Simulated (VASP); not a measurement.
# BaZrO₃, self-consistent run: which settings are enough?

BaZrO₃, Pmm2 (no. 25), 5 atoms in the cell. LDA, spin-orbit coupling; PAW potentials Ba_sv, Zr_sv, O (LDA set). VASP 6.6.1. The cell is changed on purpose: last atom moved by 0.05 Å along z, cell strained by +1.0% along z.

Wanted: energy within 0.5 meV/atom; forces within 0.003 eV/Å; stress within 0.05 GPa; levels at the zone centre within 0.003 eV.

What the run is for: all; Accuracy asked: tight.

Levels at the zone centre: counted from the valence top at that point.

POSCAR:
```
BaZrO3
1.0
    4.1913400000      0.0000000000      0.0000000000
    0.0000000000      4.1913400000      0.0000000000
    0.0000000000      0.0000000000      4.2332534000
Ba Zr O
1 1 3
Direct
    0.0000000000      0.0000000000      0.0000000000
    0.5000000000      0.5000000000      0.5000000000
    0.5000000000      0.5000000000      0.0000000000
    0.5000000000      0.0000000000      0.5000000000
    0.0000000000      0.5000000000      0.5119293600
```

The series start from Plane-wave cutoff (eV): 520; k-point mesh: 5 × 5 × 5; Precision mode (PREC): Accurate; Electronic threshold (eV): 1e-6; Bands in all (NBANDS): 66; Highest l that the mixer handles (LMAXMIX): 4; Electronic algorithm: ALGO=Normal; Delay and inner steps: defaults; Density mixing: defaults. Each series keeps the choices made before it, and each single choice may use up half of a tolerance.

## Plane-wave cutoff (eV)

| Plane-wave cutoff (eV) | Energy less reference (meV/atom) | Forces, largest deviation (eV/Å) | Stress, largest deviation (GPa) | Levels at the zone centre, largest deviation (eV) | SCF iterations | Time (s) |
|---|---|---|---|---|---|---|
| 400 | -7.52 | 0.0020 | 3.836 | 0.0078 | 15 | 55 |
| 460 | 1.60 | 0.0007 | 0.424 | 0.0022 | 14 | 64 |
| 520 | 3.79 | 0.0002 | 0.146 | 0.0035 | 14 | 73 |
| 600 | 2.39 | 0.0004 | 0.023 | 0.0023 | 14 | 101 |
| 720 (reference) | 0.00 | 0.0000 | 0.000 | 0.0000 | 15 | 131 |

Chosen: 720; the next looser run is off by more than half of the tolerance, so convergence isn't shown beyond this value.

## k-point mesh

| k-point mesh | Energy less reference (meV/atom) | Forces, largest deviation (eV/Å) | Stress, largest deviation (GPa) | Levels at the zone centre, largest deviation (eV) | SCF iterations | Time (s) |
|---|---|---|---|---|---|---|
| 2 × 2 × 2 | 128.80 | 0.2389 | 1.768 | 0.1969 | 13 | 23 |
| 3 × 3 × 3 | 14.01 | 0.0486 | 0.188 | 0.0327 | 14 | 37 |
| 4 × 4 × 4 | 2.04 | 0.0114 | 0.028 | 0.0063 | 15 | 99 |
| 5 × 5 × 5 | 0.31 | 0.0027 | 0.006 | 0.0013 | 15 | 131 |
| 7 × 7 × 7 (reference) | 0.00 | 0.0000 | 0.000 | 0.0000 | 14 | 284 |

Chosen: 7 × 7 × 7; the next looser run is off by more than half of the tolerance, so convergence isn't shown beyond this value.

## Precision mode (PREC)

| Precision mode (PREC) | Energy less reference (meV/atom) | Forces, largest deviation (eV/Å) | Stress, largest deviation (GPa) | Levels at the zone centre, largest deviation (eV) | SCF iterations | Time (s) |
|---|---|---|---|---|---|---|
| SingleN | -0.02 | 0.0050 | 0.017 | 0.0000 | 14 | 147 |
| Normal | -0.01 | 0.0001 | 0.004 | 0.0000 | 14 | 147 |
| Single | 0.00 | 0.0005 | 0.005 | 0.0000 | 14 | 291 |
| Accurate (reference) | 0.00 | 0.0000 | 0.000 | 0.0000 | 14 | 284 |

Chosen: Normal, the loosest value from which every tighter one stays within half of the tolerance.

## Electronic threshold (eV)

| Electronic threshold (eV) | Energy less reference (meV/atom) | Forces, largest deviation (eV/Å) | Stress, largest deviation (GPa) | Levels at the zone centre, largest deviation (eV) | SCF iterations | Time (s) |
|---|---|---|---|---|---|---|
| 0.001 | -0.01 | 0.0028 | 0.126 | 0.0117 | 10 | 109 |
| 0.0001 | 0.00 | 0.0002 | 0.103 | 0.0014 | 11 | 116 |
| 1e-5 | 0.00 | 0.0001 | 0.098 | 0.0019 | 12 | 127 |
| 1e-6 | 0.00 | 0.0000 | 0.003 | 0.0000 | 14 | 147 |
| 1e-7 | 0.00 | 0.0000 | 0.001 | 0.0001 | 15 | 163 |
| 1e-8 (reference) | 0.00 | 0.0000 | 0.000 | 0.0000 | 16 | 166 |

Chosen: 1e-6.

## Bands in all (NBANDS)

| Bands in all (NBANDS) | Energy less reference (meV/atom) | Forces, largest deviation (eV/Å) | Stress, largest deviation (GPa) | Levels at the zone centre, largest deviation (eV) | SCF iterations | Time (s) |
|---|---|---|---|---|---|---|
| 42 | 0.00 | 0.0000 | 0.015 | 0.0248 | 14 | 100 |
| 44 | 0.00 | 0.0000 | 0.012 | 0.0098 | 14 | 119 |
| 48 | 0.00 | 0.0000 | 0.002 | 0.0003 | 15 | 123 |
| 52 | 0.00 | 0.0000 | 0.003 | 0.0004 | 15 | 131 |
| 66 | 0.00 | 0.0000 | 0.006 | 0.0001 | 14 | 147 |
| 92 (reference) | 0.00 | 0.0000 | 0.000 | 0.0000 | 14 | 211 |

Chosen: 48.

## Highest l that the mixer handles (LMAXMIX)

| Highest l that the mixer handles (LMAXMIX) | Energy less reference (meV/atom) | Forces, largest deviation (eV/Å) | Stress, largest deviation (GPa) | Levels at the zone centre, largest deviation (eV) | SCF iterations | Time (s) |
|---|---|---|---|---|---|---|
| 4 | 0.00 | 0.0000 | 0.000 | 0.0000 | 15 | 123 |
| 2 | 0.00 | 0.0000 | 0.001 | 0.0000 | 15 | 111 |
| 6 | 0.00 | 0.0000 | 0.000 | 0.0000 | 15 | 113 |

Chosen: 4; no other choice that stays within half of the tolerance saves 30 % of the time.

## Electronic algorithm

| Electronic algorithm | Energy less reference (meV/atom) | Forces, largest deviation (eV/Å) | Stress, largest deviation (GPa) | Levels at the zone centre, largest deviation (eV) | SCF iterations | Time (s) |
|---|---|---|---|---|---|---|
| ALGO=Normal | 0.00 | 0.0000 | 0.000 | 0.0000 | 15 | 123 |
| ALGO=Fast | 0.00 | 0.0001 | 0.010 | 0.0001 | 113 | 660 |
| ALGO=VeryFast | 0.00 | 0.0001 | 0.031 | 0.0397 | 106 | 576 |
| ALGO=All ISEARCH=1 | 0.00 | 0.0002 | 0.009 | 0.0002 | 27 | 149 |
| ALGO=All ISEARCH=0 | 0.00 | 0.0002 | 0.009 | 0.0002 | 27 | 147 |
| ALGO=Damped TIME=0.4 | no result | no result | no result | no result | 200 | 765 |
| ALGO=Damped TIME=0.1 | 21.28 | 0.0053 | 1.022 | 0.0453 | 127 | 549 |

Chosen: ALGO=Normal.

## Delay and inner steps

| Delay and inner steps | Energy less reference (meV/atom) | Forces, largest deviation (eV/Å) | Stress, largest deviation (GPa) | Levels at the zone centre, largest deviation (eV) | SCF iterations | Time (s) |
|---|---|---|---|---|---|---|
| defaults | 0.00 | 0.0000 | 0.000 | 0.0000 | 15 | 123 |
| NELMDL=-2 | 0.00 | 0.0000 | 0.013 | 0.0004 | 13 | 98 |
| NELMDL=-8 | 0.00 | 0.0000 | 0.002 | 0.0000 | 18 | 130 |
| NELMDL=-12 | 0.00 | 0.0000 | 0.003 | 0.0000 | 22 | 148 |
| NRMM=2 | 0.00 | 0.0001 | 0.011 | 0.0004 | 14 | 88 |
| NRMM=6 | 0.00 | 0.0000 | 0.002 | 0.0000 | 15 | 116 |
| WEIMIN=0.001 | 0.00 | 0.0000 | 0.000 | 0.0000 | 15 | 108 |

Chosen: defaults.

## Density mixing

| Density mixing | Energy less reference (meV/atom) | Forces, largest deviation (eV/Å) | Stress, largest deviation (GPa) | Levels at the zone centre, largest deviation (eV) | SCF iterations | Time (s) |
|---|---|---|---|---|---|---|
| defaults | 0.00 | 0.0000 | 0.000 | 0.0000 | 15 | 123 |
| MAXMIX=-10 | 0.00 | 0.0000 | 0.000 | 0.0000 | 15 | 110 |
| AMIX=0.4 IMIX=1 | 0.00 | 0.0000 | 0.003 | 0.0004 | 17 | 126 |
| BMIX=0.5 | 0.00 | 0.0000 | 0.009 | 0.0000 | 14 | 105 |
| BMIX=0.0001 | 0.00 | 0.0001 | 0.013 | 0.0001 | 14 | 126 |
| BMIX=2.0 | 0.00 | 0.0000 | 0.013 | 0.0004 | 18 | 161 |
| AMIN=0.01 | 0.00 | 0.0000 | 0.000 | 0.0000 | 15 | 112 |

Chosen: defaults.

## All choices together

| Input | Energy less reference (meV/atom) | Forces, largest deviation (eV/Å) | Stress, largest deviation (GPa) | Levels at the zone centre, largest deviation (eV) | Time (s) |
|---|---|---|---|---|---|
| the program's defaults (naive) | 7.32 | 0.0449 | 3.747 | 0.0244 | 8.0 |
| chosen settings | -0.01 | 0.0001 | 0.004 | 0.0002 | 123 |
| reference settings throughout | 0.00 | 0.0000 | 0.000 | 0.0000 | 436 |

The chosen settings stay within the tolerance of the reference run, but the reference itself isn't shown to be converged in: Plane-wave cutoff (eV), k-point mesh.

Values of the reference run: Stress: -4.802, 0, 0, 0, -4.728, 0, 0, 0, -6.92 GPa; Levels at the zone centre: -0.0125, -0.0125, 0, 0, 3.203, 3.203 eV from the valence top at Gamma.

## The input

INCAR:
```
  ALGO = Normal
  EDIFF = 1E-6
  EFERMI = MIDGAP
  ENCUT = 720
  GGA = CA
  GGA_COMPAT = F
  ISIF = 2
  ISMEAR = 0
  KPAR = 4
  LASPH = T
  LCHARG = F
  LMAXMIX = 4
  LORBIT = 11
  LREAL = F
  LSORBIT = T
  LWAVE = F
  MAGMOM = 0 0 0 0 0 0 0 0 0 0 0 0 0 0 0
  NBANDS = 48
  NELM = 200
  PREC = Normal
  SIGMA = 0.03
```

KPOINTS:
```
Automatic mesh
0
Gamma
  7 7 7
  0 0 0
```

Commands:
```
cat potpaw_LDA.64/Ba_sv/POTCAR potpaw_LDA.64/Zr_sv/POTCAR potpaw_LDA.64/O/POTCAR > POTCAR
mpirun -np 4 vasp_ncl > vasp.out
```

The chosen input took VASP 6.6.1 123 s on 4 cores (AMD EPYC 9R45 (Zen 5)), a shared host.

## An input that fails: tetrahedra on too few k points

VASP's message: IBZKPT: tetrahedron method fails for NKPT<4. NKPT = 1.

k mesh: 5 × 5 × 5 becomes 1 × 1 × 1.

Changes against the starting input:
```
- ISMEAR = 0
- NELM = 200
- KPAR = 4
+ ISMEAR = -5
+ NELM = 82
```
